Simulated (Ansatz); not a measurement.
## A S vacancy in rocksalt MgS, 63 atoms, charge 0

All numbers come from Ansatz (PAW, plane waves, no spin–orbit coupling) at the single k point (¼, ¼, ¼) without its symmetry partners. The atoms were relaxed with PBEsol in a fixed cell; other functionals are single points on those atoms unless said otherwise. The valence top and gap of the host come from its small cell on a dense mesh, with the band extrema sought between the mesh points, lined up by the mean potential, PBEsol gap 2.73 eV, HSE06 gap 3.83 eV.

Cell: a = 10.364 Å, b = 10.364 Å, c = 10.364 Å, α = 90.00°, β = 90.00°, γ = 90.00°.

Nearest atoms after relaxation, from the placed atom (for vacancies from the middle of the vacant sites): Mg at 2.49 Å, Mg at 2.50 Å, Mg at 2.51 Å, Mg at 2.52 Å, Mg at 2.53 Å, Mg at 2.54 Å.

Chemical potentials μ are those of reference phases of the elements at zero temperature by the same functional (the usual solids, diamond for C, grey Sn, and the molecules H2, N2, O2, F2, Cl2, Br2 and S8).

| functional | E(defect) − E(host) − Σ nμ + q·E_VBM (eV) | monopole (eV) | alignment (eV) | formation energy at E_F = VBM (eV) | moment (μB) | wall time, shared host |
| --- | --- | --- | --- | --- | --- | --- |
| PBEsol | 4.26 | 0.00 | 0.00 | 4.26 | 0 (no spin) | 4.1 s on NVIDIA GB200 (relaxation) |
| HSE06 | 4.51 | 0.00 | 0.00 | 4.51 | 0 (no spin) | 12 s on NVIDIA GB200 |

HSE06 one-electron levels near the gap (the ten most localised at most), from the host's valence top:

```tsv
level (eV)	spin	filling	atoms sharing it	element of the atom with most weight
-0.22	both	2.00	33.4	spread
-0.22	both	2.00	33.4	spread
1.81	both	2.00	13.5	Mg
```

All elements are taken at their own reference at once; growth conditions in equilibrium with the host shift these energies, by up to the host's formation enthalpy.

One k point and a cell of this size can leave errors of several tenths of an eV in such numbers.
